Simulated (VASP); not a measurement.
# BN (F-43m) in VASP: relaxation of cell and atoms with PBEsol

Aim: the relaxation of cell and atoms of BN with PBEsol.

All numbers are computed with VASP 6.6.1; they aren't measurements. Logs are shortened: lines on timing, memory, paths and dates and some standing lists are left out, and cuts for length are marked.

## (1) Starting point

Symmetry: F-43m, No. 216, cubic system. The conventional cell has a = 3.615 Å, b = 3.615 Å, c = 3.615 Å, α = 90.00°, β = 90.00°, γ = 90.00°. B (site symmetry -43m) has 4 N at 1.57 Å as nearest neighbours. Around N (site symmetry -43m) lie 4 B at 1.57 Å.

The cell was built by a generator and needn't be a form met in nature.

## (2) Relaxation of cell and atoms, PBEsol

INCAR

```
SYSTEM = BN
ALGO     = Normal         ! electronic algorithm
EDIFF    = 1E-6           ! SCF threshold, eV
EDIFFG   = -0.02          ! ionic threshold
ENCUT    = 600            ! plane-wave cutoff, eV
GGA      = PS             ! functional
IBRION   = 2              ! ionic algorithm
ISIF     = 3              ! what is computed and relaxed
ISMEAR   = -1             ! smearing method
KPAR     = 4            
LASPH    = .True.         ! aspherical terms in the spheres
LCHARG   = .False.        ! write CHGCAR
LREAL    = .False.        ! projectors in reciprocal space
LWAVE    = .False.        ! write WAVECAR
NELM     = 100            ! most SCF steps
NSW      = 40             ! ionic steps
PREC     = Accurate       ! precision mode
SIGMA    = 0.05           ! smearing width, eV
```

KPOINTS

```
k-points
0
Gamma
  10 10 10
  0 0 0
```

POSCAR

```
BN
1.0
    0.0000000000      1.8075000000      1.8075000000
    1.8075000000      0.0000000000      1.8075000000
    1.8075000000      1.8075000000      0.0000000000
B N
1 1
Direct
    0.0000000000      0.0000000000      0.0000000000
    0.2500000000      0.2500000000      0.2500000000
```

Potentials or basis: VASP PAW PBE potentials, release 64 (B, N).

On the command line:

```bash
> cat potpaw_PBE.64/B/POTCAR potpaw_PBE.64/N/POTCAR > POTCAR
> mpirun -np 4 vasp_std > vasp.out
```

OUTCAR:

```text
SYSTEM = BN
   EDIFF = 1E-6
   EDIFFG = -0.02
   ENCUT = 600
   GGA = PS
   IBRION = 2
   ISIF = 3
   ISMEAR = -1
   LASPH = .True.
   LREAL = .False.
   NELM = 100
   NSW = 40
   PREC = Accurate

 ion  position               nearest neighbor table
   1  0.000  0.000  0.000-   2 1.57   2 1.57   2 1.57   2 1.57
   2  0.250  0.250  0.250-   1 1.57   1 1.57   1 1.57   1 1.57

  LATTYP: Found a face centered cubic cell.
 ALAT       =     3.6150000000

  Lattice vectors:

 A1 = (   0.0000000000,   1.8075000000,   1.8075000000)
 A2 = (   1.8075000000,   0.0000000000,   1.8075000000)
 A3 = (   1.8075000000,   1.8075000000,   0.0000000000)

Analysis of symmetry for initial positions (statically):
=====================================================================
 Subroutine PRICEL returns:
 Original cell was already a primitive cell.

 Routine SETGRP: Setting up the symmetry group for a
 face centered cubic supercell.

 Subroutine GETGRP returns: Found 24 space group operations
 (whereof 24 operations were pure point group operations)
 out of a pool of 48 trial point group operations.

The static configuration has the point symmetry T_d .

Analysis of symmetry for dynamics (positions and initial velocities):
=====================================================================
 Subroutine PRICEL returns:
 Original cell was already a primitive cell.

 Routine SETGRP: Setting up the symmetry group for a
 face centered cubic supercell.

 Subroutine GETGRP returns: Found 24 space group operations
 (whereof 24 operations were pure point group operations)
 out of a pool of 48 trial point group operations.

The dynamic configuration has the point symmetry T_d .

 Subroutine INISYM returns: Found 24 space group operations
 (whereof 24 operations are pure point group operations),
 and found     1 'primitive' translations

----------------------------------------------------------------------------------------

                                     Primitive cell

  volume of cell :      11.8104

  direct lattice vectors                    reciprocal lattice vectors
     0.000000000  1.807500000  1.807500000    -0.276625173  0.276625173  0.276625173
     1.807500000  0.000000000  1.807500000     0.276625173 -0.276625173  0.276625173
     1.807500000  1.807500000  0.000000000     0.276625173  0.276625173 -0.276625173
[... 98 lines left out ...]
   EFERMI =   0.00;   METHOD = LEGACY
   ISMEAR =    -1;   SIGMA  =   0.05  broadening in eV -4-tet -1-fermi 0-gaus
   EFERMI_NEDOS =   21; number of points for ismear=-14 and -15
   IALGO  =     38    algorithm
   IMIX   =      4    mixing-type and parameters
     AMIX     =   0.40;   BMIX     =  1.00
     AMIX_MAG =   1.60;   BMIX_MAG =  1.00
  volume/ion in A,a.u.               =       5.91        39.85
  Fermi-wavevector in a.u.,A,eV,Ry     =   1.437749  2.716952 28.124920  2.067123
  Thomas-Fermi vector in A             =   2.556793
   LORBIT       =      0    0 simple, 1 ext, 2 COOP (PROOUT), +10 PAW based schemes
   GGA     = PS    functional components
   LHFCALC =     F    Hartree Fock is set to
   AEXX    =    0.0000 exact exchange contribution
   IVDW    =     0    specifies the selected vdW correction
   LEPSILON=     F    determine dielectric tensor
   LRPA    =     F    only Hartree local field effects (RPA)
 conjugate gradient relaxation of ions
 non-spin polarized calculation
  energy-cutoff  :      600.00
  volume of cell :       11.81
 maximum number of plane-waves:       411
   NGX = 11   NGY = 11   NGZ = 11

--------------------------------------- Ionic step        1  -------------------------------------------

 number of electron       7.9999999 magnetization

 Free energy of the ion-electron system (eV)
  ---------------------------------------------------
  ext. energy  EPLUGINS =         0.00000000
  ---------------------------------------------------
  free energy    TOTEN  =       -18.35031658 eV

  energy without entropy =      -18.35031658  energy(sigma->0) =      -18.35031658

------------------------ aborting loop because EDIFF is reached ----------------------------------------

  FORCE on cell =-STRESS in cart. coord.  units (eV):
  Direction    XX          YY          ZZ          XY          YZ          ZX
  --------------------------------------------------------------------------------------
  -------------------------------------------------------------------------------------
  Total       -0.1945014     -0.1945014     -0.1945014     -0.0000000     -0.0000000      0.0000000
  in kB      -26.3856804    -26.3856804    -26.3856804     -0.0000000     -0.0000000      0.0000000
  external PRESSURE =     -26.3856804 kB  Pullay stress =       0.0000000 kB
[... 59 lines left out ...]
--------------------------------------- Ionic step        3  -------------------------------------------

 number of electron       7.9999999 magnetization

 Free energy of the ion-electron system (eV)
  ---------------------------------------------------
  ext. energy  EPLUGINS =         0.00000000
  ---------------------------------------------------
  free energy    TOTEN  =       -18.35099535 eV

  energy without entropy =      -18.35099535  energy(sigma->0) =      -18.35099535

 E-fermi :   8.3813     XC(G=0): -13.0502

 val. band max:        7.4482881198   @ k =   0.0000   0.0000   0.0000
 cond. band min:      11.7323101237   @ k =   0.5000   0.5000   0.0000
 fundamental gap:      4.2840220038
 Fermi energy:         8.3812993193

 k-point     1 :       0.0000    0.0000    0.0000
  band No.  band energies     occupation
      1     -12.8842      2.00000
      2       7.4483      2.00000
      3       7.4483      2.00000
      4       7.4483      2.00000
      5      16.2423      0.00000
      6      16.2423      0.00000
      7      16.2423      0.00000
      8      17.8288      0.00000
[... 243 lines left out ...]
 k-point    24 :       0.4000    0.3000    0.0000
  band No.  band energies     occupation
      1      -9.0555      2.00000
      2       0.6232      2.00000
      3       2.8695      2.00000
      4       3.3156      2.00000
      5      13.4159      0.00000
      6      17.9906      0.00000
      7      22.9696      0.00000
      8      23.0609      0.00000

 [... further k-points ...]

------------------------ aborting loop because EDIFF is reached ----------------------------------------

  FORCE on cell =-STRESS in cart. coord.  units (eV):
  Direction    XX          YY          ZZ          XY          YZ          ZX
  --------------------------------------------------------------------------------------
  -------------------------------------------------------------------------------------
  Total        0.0001855      0.0001855      0.0001855      0.0000000     -0.0000000      0.0000000
  in kB        0.0253443      0.0253443      0.0253443      0.0000000     -0.0000000      0.0000000
  external PRESSURE =       0.0253443 kB  Pullay stress =       0.0000000 kB
[... 17 lines left out ...]
  FREE ENERGIE OF THE ION-ELECTRON SYSTEM (eV)
  ---------------------------------------------------
  free  energy   TOTEN  =       -18.3509953523 eV

  energy  without entropy=      -18.3509953523  energy(sigma->0) =      -18.35099535

 reached required accuracy - stopping structural energy minimisation
```

Run time: 3.2 s. Hardware: 4 MPI ranks of Intel Xeon Platinum 8488C (Sapphire Rapids), shared host; peak memory 0.12 GiB.

Results:

```
Free energy                            : -18.3510 eV
Relaxed volume                         : 5.86 Å³/atom
Relaxed cell                           : a = 2.550 Å, b = 2.550 Å, c = 2.550 Å, α = 60.00°, β = 60.00°, γ = 60.00°
Space group after relaxing (to 0.05 Å) : F-43m (No. 216)
Energy gained by relaxing              : 0.3 meV/atom
Ionic steps                            : 3
Pressure after relaxing                : 0.0 GPa
Band gap on the k mesh                 : 4.28 eV, indirect (least direct gap 8.79 eV)
```

The path:
| step | energy change (eV) | largest force (eV/Å) | pressure (GPa) | volume (Å³) |
| --- | --- | --- | --- | --- |
| 1 | 0.0000 | 0.0000 | -2.64 | 11.81 |
| 2 | 0.0001 | 0.0000 | 2.83 | 11.64 |
| 3 | -0.0007 | 0.0000 | 0.00 | 11.73 |

Final structure:
```
B N
1.0
     0.00000    1.80332    1.80332
     1.80332    0.00000    1.80332
     1.80332    1.80332    0.00000
B N
1 1
Direct
  0.00000 0.00000 0.00000
  0.25000 0.25000 0.25000
```

Caveat: the PAW data sets were made with another functional, which shifts forces and pressure a little. A k mesh can miss the band edges.
